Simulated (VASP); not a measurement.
# Si (Fd-3m) in VASP: a series of runs

The runs below take Si through single point, relaxation of cell and atoms, with PBEsol, PBE, revTPSS, MS2.

All numbers are computed with VASP 6.6.1; they aren't measurements. Logs are shortened: lines on timing, memory, paths and dates and some standing lists are left out, and cuts for length are marked.

## (1) The structure

The structure is cubic, space group Fd-3m (No. 227). The conventional cell has a = 5.444 Å, b = 5.444 Å, c = 5.444 Å, α = 90.00°, β = 90.00°, γ = 90.00°. Si (site symmetry -43m) has 4 Si at 2.36 Å as nearest neighbours.

## (2) Single point, PBEsol

Input file INCAR:

```
PREC = Accurate
ENCUT = 520
EDIFF = 1E-6
ISMEAR = 0
SIGMA = 0.1
LREAL = F
LASPH = T
NELM = 80
ALGO = Normal
ISIF = 2
LWAVE = F
LCHARG = T
GGA = PS
LELF = T
LVHAR = T
NBANDS = 11
```

Input file KPOINTS:

```
Automatic mesh
0
Gamma
  8 8 8
```

Input file POSCAR:

```
Si
1.0
    0.0000000000      2.7218511865      2.7218511865
    2.7218511865      0.0000000000      2.7218511865
    2.7218511865      2.7218511865      0.0000000000
Si
2
Direct
    0.5000000000      0.5000000000      0.5000000000
    0.7500000000      0.7500000000      0.7500000000
```

Potentials or basis: VASP PAW PBE potentials, release 64 (Si).

On the command line:

```
$ cat potpaw_PBE.64/Si/POTCAR > POTCAR
$ mpirun -np 1 vasp_std > vasp.out
```

OUTCAR:

```text
PREC = Accurate
   ENCUT = 520
   EDIFF = 1E-6
   ISMEAR = 0
   LREAL = F
   LASPH = T
   NELM = 80
   ISIF = 2
   GGA = PS

 ion  position               nearest neighbor table
   1  0.500  0.500  0.500-   2 2.36   2 2.36   2 2.36   2 2.36
   2  0.750  0.750  0.750-   1 2.36   1 2.36   1 2.36   1 2.36

  LATTYP: Found a face centered cubic cell.
 ALAT       =     5.4437023730

  Lattice vectors:

 A1 = (   0.0000000000,   2.7218511865,   2.7218511865)
 A2 = (   2.7218511865,   0.0000000000,   2.7218511865)
 A3 = (   2.7218511865,   2.7218511865,   0.0000000000)

Analysis of symmetry for initial positions (statically):
=====================================================================
 Subroutine PRICEL returns:
 Original cell was already a primitive cell.

 Routine SETGRP: Setting up the symmetry group for a
 face centered cubic supercell.

 Subroutine GETGRP returns: Found 48 space group operations
 (whereof 24 operations were pure point group operations)
 out of a pool of 48 trial point group operations.

The static configuration has the point symmetry T_d .
 The point group associated with its full space group is O_h .

Analysis of symmetry for dynamics (positions and initial velocities):
=====================================================================
 Subroutine PRICEL returns:
 Original cell was already a primitive cell.

 Routine SETGRP: Setting up the symmetry group for a
 face centered cubic supercell.

 Subroutine GETGRP returns: Found 48 space group operations
 (whereof 24 operations were pure point group operations)
 out of a pool of 48 trial point group operations.

The dynamic configuration has the point symmetry T_d .
 The point group associated with its full space group is O_h .

 Subroutine INISYM returns: Found 48 space group operations
 (whereof 24 operations are pure point group operations),
 and found     1 'primitive' translations

----------------------------------------------------------------------------------------

                                     Primitive cell

  volume of cell :      40.3295

  direct lattice vectors                    reciprocal lattice vectors
     0.000000000  2.721851186  2.721851186    -0.183698507  0.183698507  0.183698507
     2.721851186  0.000000000  2.721851186     0.183698507 -0.183698507  0.183698507
     2.721851186  2.721851186  0.000000000     0.183698507  0.183698507 -0.183698507

  length of vectors
     3.849278863  3.849278863  3.849278863     0.318175148  0.318175148  0.318175148

  position of ions in fractional coordinates (direct lattice)
     0.500000000  0.500000000  0.500000000
     0.750000000  0.750000000  0.750000000

  ion indices of the primitive-cell ions
   primitive index   ion index
                 1           1
                 2           2

----------------------------------------------------------------------------------------

 KPOINTS: Automatic mesh

Automatic generation of k-mesh.
 Grid dimensions read from file:
 generate k-points for:    8    8    8

 Generating k-lattice:

  Cartesian coordinates                     Fractional coordinates (reciprocal lattice)
    -0.022962313  0.022962313  0.022962313     0.125000000  0.000000000  0.000000000
     0.022962313 -0.022962313  0.022962313     0.000000000  0.125000000  0.000000000
     0.022962313  0.022962313 -0.022962313     0.000000000  0.000000000  0.125000000

  Length of vectors
     0.039771893  0.039771893  0.039771893

  Shift w.r.t. Gamma in fractional coordinates (k-lattice)
     0.000000000  0.000000000  0.000000000

 Subroutine IBZKPT returns following result:
 ===========================================

 Found     29 irreducible k-points:

 Following reciprocal coordinates:
            Coordinates               Weight
  0.000000  0.000000  0.000000      1.000000
  0.125000  0.000000  0.000000      8.000000
  0.250000  0.000000  0.000000      8.000000
  0.375000  0.000000  0.000000      8.000000
  0.500000  0.000000  0.000000      4.000000
  0.125000  0.125000  0.000000      6.000000
[... 21 lines left out ...]
 -0.375000  0.500000  0.125000     12.000000
 -0.250000  0.500000  0.250000      6.000000
   k-points           NKPTS =     29   k-points in BZ     NKDIM =     29   number of bands    NBANDS=     11
   number of dos      NEDOS =    301   number of ions     NIONS =      2
   total plane-waves  NPLWV =  27000
   dimension x,y,z NGX =    30 NGY =   30 NGZ =   30
   dimension x,y,z NGXF=    60 NGYF=   60 NGZF=   60
   ions per type =               2
   NGX,Y,Z   is equivalent  to a cutoff of  12.96, 12.96, 12.96 a.u.
   NGXF,Y,Z  is equivalent  to a cutoff of  25.91, 25.91, 25.91 a.u.
 SYSTEM =  unknown system
   PREC   = accura    normal or accurate (medium, high low for compatibility)
   ISTART =      0    job   : 0-new  1-cont  2-samecut
   ICHARG =      2    charge: 1-file 2-atom 10-const
   ISPIN  =      1    spin polarized calculation?
   LNONCOLLINEAR =      F non collinear calculations
   LSORBIT =      F    spin-orbit coupling
   LASPH  =      T    aspherical Exc in radial PAW
   ENCUT  =  520.0 eV  38.22 Ry    6.18 a.u.   7.16  7.16  7.16*2*pi/ulx,y,z
   NELM   =     80;   NELMIN=  2; NELMDL= -5     # of ELM steps
   EDIFF  = 0.1E-05   stopping-criterion for ELM
   LREAL  =      F    real-space projection
   EDIFFG = 0.1E-04   stopping-criterion for IOM
   NSW    =      0    number of steps for IOM
   IBRION =     -1    ionic relax: 0-MD 1-quasi-New 2-CG
   NFREE  =      0    steps in history (QN), initial steepest desc. (CG)
   ISIF   =      2    stress and relaxation
   ISYM   =      2    0-nonsym 1-usesym 2-fastsym
   POTIM  = 0.5000    time-step for ionic-motion
   TEBEG  =    0.0;   TEEND  =   0.0 temperature during run
   PSTRESS=    0.0 pullay stress
   NELECT =       8.0000    total number of electrons
   NUPDOWN=      -1.0000    fix difference up-down
   EMIN   =  10.00;   EMAX   =-10.00  energy-range for DOS
   EFERMI =   0.00;   METHOD = LEGACY
   ISMEAR =     0;   SIGMA  =   0.10  broadening in eV -4-tet -1-fermi 0-gaus
   EFERMI_NEDOS =   21; number of points for ismear=-14 and -15
   IALGO  =     38    algorithm
   IMIX   =      4    mixing-type and parameters
     AMIX     =   0.40;   BMIX     =  1.00
     AMIX_MAG =   1.60;   BMIX_MAG =  1.00
  volume/ion in A,a.u.               =      20.16       136.08
  Fermi-wavevector in a.u.,A,eV,Ry     =   0.954766  1.804247 12.402783  0.911579
  Thomas-Fermi vector in A             =   2.083543
   LORBIT       =      0    0 simple, 1 ext, 2 COOP (PROOUT), +10 PAW based schemes
   GGA     = PS    functional components
   LHFCALC =     F    Hartree Fock is set to
   AEXX    =    0.0000 exact exchange contribution
   IVDW    =     0    specifies the selected vdW correction
   LEPSILON=     F    determine dielectric tensor
   LRPA    =     F    only Hartree local field effects (RPA)
 non-spin polarized calculation
 Gauss-broadening in eV      SIGMA  =   0.10
  energy-cutoff  :      520.00
  volume of cell :       40.33
 maximum number of plane-waves:      1106
 NGX is ok and might be reduce to    30
   NGX = 15   NGY = 15   NGZ = 15

 number of electron       8.0000001 magnetization

 Free energy of the ion-electron system (eV)
  ---------------------------------------------------
  ext. energy  EPLUGINS =         0.00000000
  ---------------------------------------------------
  free energy    TOTEN  =       -11.48892145 eV

  energy without entropy =      -11.48892020  energy(sigma->0) =      -11.48892082

 E-fermi :   5.9699     XC(G=0):  -9.5255

 val. band max:        5.7191396348   @ k =   0.0000   0.0000   0.0000
 cond. band min:       6.2333609495   @ k =   0.3750   0.3750   0.0000
 fundamental gap:      0.5142213147
 Fermi energy:         5.9699035390

 k-point     1 :       0.0000    0.0000    0.0000
  band No.  band energies     occupation
      1      -6.2222      2.00000
      2       5.7191      1.99961
      3       5.7191      1.99961
      4       5.7191      1.99961
      5       8.2329      0.00000
      6       8.2329      0.00000
      7       8.2329      0.00000
      8       8.9616      0.00000
      9      13.3997      0.00000
     10      13.4028      0.00000
     11      13.4028      0.00000

 k-point     2 :       0.1250    0.0000    0.0000
  band No.  band energies     occupation
      1      -6.0186      2.00000
      2       4.1085      2.00000
      3       5.4286      2.00000
      4       5.4286      2.00000
      5       8.1438      0.00000
      6       8.6580      0.00000
      7       8.6580      0.00000
      8      10.3250      0.00000
      9      12.9008      0.00000
     10      12.9008      0.00000
     11      14.2034      0.00000

 k-point     3 :       0.2500    0.0000    0.0000
  band No.  band energies     occupation
      1      -5.4241      2.00000
      2       1.7800      2.00000
      3       4.9583      2.00000
      4       4.9583      2.00000
      5       7.6553      0.00000
      6       9.1709      0.00000
      7       9.1709      0.00000
      8      12.5089      0.00000
      9      12.8462      0.00000
     10      12.8462      0.00000
     11      14.4783      0.00000

 k-point     4 :       0.3750    0.0000    0.0000
  band No.  band energies     occupation
      1      -4.5307      2.00000
      2      -0.2384      2.00000
      3       4.6328      2.00000
      4       4.6328      2.00000
      5       7.2877      0.00000
      6       9.1082      0.00000
      7       9.1082      0.00000
      8      13.3908      0.00000
      9      14.2296      0.00000
     10      14.2296      0.00000
     11      15.2252      0.00000

 k-point     5 :       0.5000    0.0000    0.0000
  band No.  band energies     occupation
      1      -3.8905      2.00000
      2      -1.2625      2.00000
      3       4.5218      2.00000
      4       4.5218      2.00000
      5       7.1590      0.00000
      6       8.9945      0.00000
      7       8.9945      0.00000
      8      13.2226      0.00000
      9      16.2102      0.00000
     10      16.2102      0.00000
     11      16.8811      0.00000
[... 281 lines left out ...]
 k-point    26 :      -0.3750    0.3750    0.1250
  band No.  band energies     occupation
      1      -2.7587      2.00000
      2      -1.2053      2.00000
      3       1.6326      2.00000
      4       2.7428      2.00000
      5       8.0146      0.00000
      6       9.9049      0.00000
      7      10.9129      0.00000
      8      13.0628      0.00000
      9      14.0404      0.00000
     10      16.7112      0.00000
     11      17.8360      0.00000

 k-point    27 :      -0.2500    0.3750    0.1250
  band No.  band energies     occupation
      1      -3.1087      2.00000
      2      -0.8433      2.00000
      3       1.4641      2.00000
      4       3.1207      2.00000
      5       8.4967      0.00000
      6      10.1791      0.00000
      7      10.8394      0.00000
      8      12.6525      0.00000
      9      13.5082      0.00000
     10      14.8746      0.00000
     11      19.6766      0.00000

 k-point    28 :      -0.3750    0.5000    0.1250
  band No.  band energies     occupation
      1      -2.0080      2.00000
      2      -2.0080      2.00000
      3       2.2842      2.00000
      4       2.2842      2.00000
      5       7.5945      0.00000
      6       7.5945      0.00000
      7      13.4732      0.00000
      8      13.4732      0.00000
      9      16.2065      0.00000
     10      16.2065      0.00000
     11      18.4884      0.00000

 k-point    29 :      -0.2500    0.5000    0.2500
  band No.  band energies     occupation
      1      -1.9205      2.00000
      2      -1.9205      2.00000
      3       1.8408      2.00000
      4       1.8408      2.00000
      5       9.8914      0.00000
      6       9.8914      0.00000
      7      10.6390      0.00000
      8      10.6390      0.00000
      9      16.2098      0.00000
     10      16.2098      0.00000
     11      18.6466      0.00000

------------------------ aborting loop because EDIFF is reached ----------------------------------------

  FORCE on cell =-STRESS in cart. coord.  units (eV):
  Direction    XX          YY          ZZ          XY          YZ          ZX
  --------------------------------------------------------------------------------------
  -------------------------------------------------------------------------------------
  Total       -0.1004691     -0.1004691     -0.1004691     -0.0000000     -0.0000000     -0.0000000
  in kB       -3.9913504     -3.9913504     -3.9913504     -0.0000000     -0.0000000     -0.0000000
  external PRESSURE =      -3.9913504 kB  Pullay stress =       0.0000000 kB

 VOLUME and BASIS-vectors are now :
 -----------------------------------------------------------------------------
  energy-cutoff  :      520.00
  volume of cell :       40.33
      direct lattice vectors                 reciprocal lattice vectors
     0.000000000  2.721851186  2.721851186    -0.183698507  0.183698507  0.183698507
     2.721851186  0.000000000  2.721851186     0.183698507 -0.183698507  0.183698507
     2.721851186  2.721851186  0.000000000     0.183698507  0.183698507 -0.183698507

 POSITION                                       TOTAL-FORCE (eV/Angst)
 -----------------------------------------------------------------------------------
      2.72185      2.72185      2.72185        -0.000000     -0.000000     -0.000000
      4.08278      4.08278      4.08278         0.000000      0.000000      0.000000
 -----------------------------------------------------------------------------------
    total drift:                                0.000000     -0.000000     -0.000000

  FREE ENERGIE OF THE ION-ELECTRON SYSTEM (eV)
  ---------------------------------------------------
  free  energy   TOTEN  =       -11.4889214520 eV

  energy  without entropy=      -11.4889201954  energy(sigma->0) =      -11.48892082
```

It took 7.1 s on 1 thread of Intel Xeon Platinum 8559C (Emerald Rapids), shared host; peak memory 0.15 GiB.

What came out:

```
Free energy            : -11.4889 eV
Pressure               : -0.4 GPa
Band gap on the k mesh : 0.51 eV, indirect (least direct gap 2.51 eV)
```

Levels at points of the mesh, in eV from the valence-band top:
```tsv
k point	band 1	band 2	band 3	band 4	band 5	band 6	band 7	band 8
(0.00, 0.00, 0.00)	-11.94	0.00	0.00	0.00	2.51	2.51	2.51	3.24
(0.50, 0.00, 0.00)	-9.61	-6.98	-1.20	-1.20	1.44	3.28	3.28	7.50
(0.50, 0.50, 0.00)	-7.81	-7.81	-2.86	-2.86	0.60	0.60	10.00	10.00
```

Caveat: the PAW data sets were made with another functional, which shifts forces and pressure a little.

## (3) Single point, PBEsol

Input file run.py:

```python
from ase.calculators.vasp import Vasp
from ase.dft.bandgap import bandgap
from ase.spacegroup import crystal

atoms = crystal(
    ['Si'],
    basis=[[0.5, 0.0, 0.5]],
    spacegroup=227,
    setting=1,
    cellpar=[5.44370237, 5.44370237, 5.44370237, 90.0, 90.0, 90.0],
    primitive_cell=True,
)
calc = Vasp(
    directory='calc',
    xc='pbesol',
    pp='PBE',
    setups='materialsproject',
    prec='Accurate',
    encut=520,
    ediff=1e-06,
    ismear=0,
    sigma=0.1,
    lreal=False,
    lasph=True,
    nelm=80,
    algo='Normal',
    isif=2,
    lwave=False,
    lcharg=False,
    kpts=[8, 8, 8],
    gamma=True,
)
atoms.calc = calc

print('energy (eV):', atoms.get_potential_energy())
print('free energy (eV):', atoms.get_potential_energy(force_consistent=True))
print('forces (eV/A):')
print(atoms.get_forces())
print('stress (eV/A^3, Voigt):', atoms.get_stress())
print('Fermi level (eV):', calc.get_fermi_level())
gap, top, bottom = bandgap(calc)
print('band gap (eV):', gap, 'from (spin, k, band)', top, 'to', bottom)
```

Potentials or basis: VASP PAW PBE potentials, release 64 (Si).

On the command line:

```
$ python run.py
```

It took 9.2 s on 1 thread of Intel Xeon Platinum 8559C (Emerald Rapids), shared host; peak memory 0.15 GiB.

Results (log left out):

| Quantity | Value |
| --- | --- |
| Free energy | -11.4889 eV |
| Pressure | -0.4 GPa |
| Band gap on the k mesh | 0.51 eV, indirect (least direct gap 2.51 eV) |

Levels at points of the mesh, in eV from the valence-band top:
```csv
k point,band 1,band 2,band 3,band 4,band 5,band 6,band 7,band 8
"(0.00, 0.00, 0.00)",-11.94,0.00,0.00,0.00,2.51,2.51,2.51,3.24
"(0.50, 0.00, 0.00)",-9.61,-6.98,-1.20,-1.20,1.44,3.28,3.28,7.50
"(0.50, 0.50, 0.00)",-7.81,-7.81,-2.86,-2.86,0.60,0.60,10.00,10.00
```

Caveat: the PAW data sets were made with another functional, which shifts forces and pressure a little.

## (4) Single point, PBE

Input file INCAR:

```
ALGO = Normal ; EDIFF = 1E-6
ENCUT = 520 ; GGA = PE
ISIF = 2 ; ISMEAR = 0
LASPH = True ; LCHARG = True
LELF = True ; LREAL = False
LVHAR = True ; LWAVE = False
NELM = 60 ; PREC = Accurate
SIGMA = 0.012
```

Input file KPOINTS:

```
k-points
0
Gamma
  8 8 8
```

POSCAR is that of step 2.

On the command line:

```
$ cat potpaw_PBE.64/Si/POTCAR > POTCAR
$ mpirun -np 1 vasp_std > vasp.out
```

Wall time 7.2 s (1 thread of Intel Xeon Platinum 8559C (Emerald Rapids), shared host); peak memory 0.15 GiB.

Results (log left out):

* Free energy: -10.8439 eV
* Pressure: 1.3 GPa
* Band gap on the k mesh: 0.63 eV, indirect (least direct gap 2.56 eV)

Levels at points of the mesh, in eV from the valence-band top:
| k point | band 1 | band 2 | band 3 | band 4 | band 5 | band 6 | band 7 | band 8 |
| --- | --- | --- | --- | --- | --- | --- | --- | --- |
| (0.00, 0.00, 0.00) | -11.91 | 0.00 | 0.00 | 0.00 | 2.56 | 2.56 | 2.56 | 3.29 |
| (0.50, 0.00, 0.00) | -9.60 | -6.93 | -1.19 | -1.19 | 1.51 | 3.34 | 3.34 | 7.72 |
| (0.50, 0.50, 0.00) | -7.79 | -7.79 | -2.83 | -2.83 | 0.72 | 0.72 | 10.05 | 10.05 |

(Continued in part 2 of 2.)
